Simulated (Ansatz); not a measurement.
# PbTe: band gap under strain

How does strain move the band edges of PbTe in the rocksalt structure, and do the functionals agree on it? States: -1.8 % equal strain in all directions; -5.6 % shear in the xy plane; -5.5 % strain along x alone.

The runs shown are made with Ansatz 0.2.0. PAW datasets, plane waves. Computed at 0 K without zero-point motion; spin polarisation is off.

## 1. The system as given

The unstrained cell was relaxed with r2SCAN; in each strained cell the atoms were relaxed again with r2SCAN. Names of k-points are those of the unstrained zone, where strain can split equivalent points. First state: -1.8 % equal strain in all directions.

The symmetry is Fm-3m (No. 225, cubic); a = 6.421 Å in the conventional setting, 33.09 Å³ an atom. Pb has 6 Te at 3.21 Å; Te has 6 Pb at 3.21 Å.

The structure in full:

```
Pb Te
1.0
     0.00000    3.21032    3.21032
     3.21032    0.00000    3.21032
     3.21032    3.21032    0.00000
Pb Te
1 1
Direct
  0.00000 0.00000 0.00000
  0.50000 0.50000 0.50000
```

## 2. -1.8 % equal strain in all directions: PBE

Contents of input.yaml:

```yaml
crystal:
  lattice:
    - [0.0, 3.2103229127, 3.2103229127]
    - [3.2103229127, 0.0, 3.2103229127]
    - [3.2103229127, 3.2103229127, 0.0]
  atoms:
    - { symbol: Pb, position: [0.0, 0.0, 0.0] }
    - { symbol: Te, position: [0.5, 0.5, 0.5] }
kpoints:
  mp_grid: { grid: [8, 8, 8] }
  band_path:
    path:
      - [0.0, 0.0, 0.0]
      - [0.5, 0.0, 0.5]
      - [0.625, 0.25, 0.625]
      - [0.375, 0.375, 0.75]
      - [0.5, 0.5, 0.5]
      - [0.5, 0.25, 0.75]
    npoints: 1
hamiltonian:
  xc: pbe
scf:
  occupations: { method: fermi_dirac, width: 0.02 }
  n_extra_bands: 4
output:
  forces: true
  stress: true
  eigenvalues: true
```

Started as:

```console
> ansatz run input.yaml --threads 4 --pin off --max-ram 3686MiB --backend cpu --events-out ev --progress --plain --runs-dir out
```

The runs that follow: -1.8 % equal strain in all directions: r2SCAN; -1.8 % equal strain in all directions: HSE06; -5.6 % shear in the xy plane: PBE; -5.6 % shear in the xy plane: r2SCAN; -5.6 % shear in the xy plane: HSE06; -5.5 % strain along x alone: PBE; -5.5 % strain along x alone: r2SCAN; -5.5 % strain along x alone: HSE06.

Q: Predict the outcome of this session.

The runs gave:

Least gap in eV (negative: overlap):

```
                                state   PBE  r2SCAN  HSE06
-1.8 % equal strain in all directions  0.69    0.97   1.06
         -5.6 % shear in the xy plane  0.51    0.77   0.88
          -5.5 % strain along x alone  0.51    0.76   0.88
```

**Reading.** Where both were run, the HSE06 gap lies +0.36 to +0.38 eV from PBE's, each on its own k points. In PBE the gap is least under -5.5 % strain along x alone (0.51 eV) and largest under -1.8 % equal strain in all directions (0.69 eV). Spin-orbit coupling is left out of the table, though the cell holds Pb (Z = 82); in an element this heavy it can shift bands and gaps by tenths of an eV.
